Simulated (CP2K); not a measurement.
Runs of CP2K 2026.2 on GaP. The structure is tetragonal, space group P4/mmm (No. 123). The conventional cell has a = 3.457 Å, b = 3.457 Å, c = 2.803 Å, α = 90.00°, β = 90.00°, γ = 90.00°. Around Ga (site symmetry 4/mmm) lie 2 Ga at 2.80 Å and 8 P at 2.82 Å. P (site symmetry 4/mmm) is surrounded by 2 P at 2.80 Å and 8 Ga at 2.82 Å. The cell was built by a generator and needn't be a form met in nature.

```csv
potentials or basis,ADDED_MOS,gap on the mesh (eV),pressure (GPa)
"GTH_POTENTIALS Ga GTH-PBE-q13, P GTH-PBE-q5; TZVP-MOLOPT-SR-GTH, TZVP-MOLOPT-GTH basis",[10],none,(b)
"POTENTIAL_UZH Ga GTH-PBE-q13, P GTH-PBE-q5; ccGRB-D basis",[10],none,(a)
"GTH_POTENTIALS Ga GTH-PBE-q13, P GTH-PBE-q5; SZV-MOLOPT-SR-GTH basis",[4],none,18.3
"POTENTIAL_UZH Ga GTH-PBE-q13, P GTH-PBE-q5; TZV2P-MOLOPT-PBE-GTH basis",[10],none,0.9
"POTENTIAL_UZH Ga GTH-PBE-q13, P GTH-PBE-q5; DZVP-MOLOPT-PBE-GTH basis",[10],none,1.3
```

Alike in all rows: task single point; level PBE; no spin polarisation; cell as given; k mesh 8 × 8 × 9; smearing fermi-dirac 0.05 eV.

Problem. Estimate the missing entries.

Solution. (a) 3.2; (b) 0.8.

Caveats: the basis of atomic orbitals isn't converged, which shifts pressures, moduli and gaps; a minimal basis gives rough bond lengths, pressures and levels (some runs).

A k mesh can miss the band edges, and the runs leave out spin-orbit coupling on Ga.

A gap of «none» marks a metal or a gap under the smearing width.
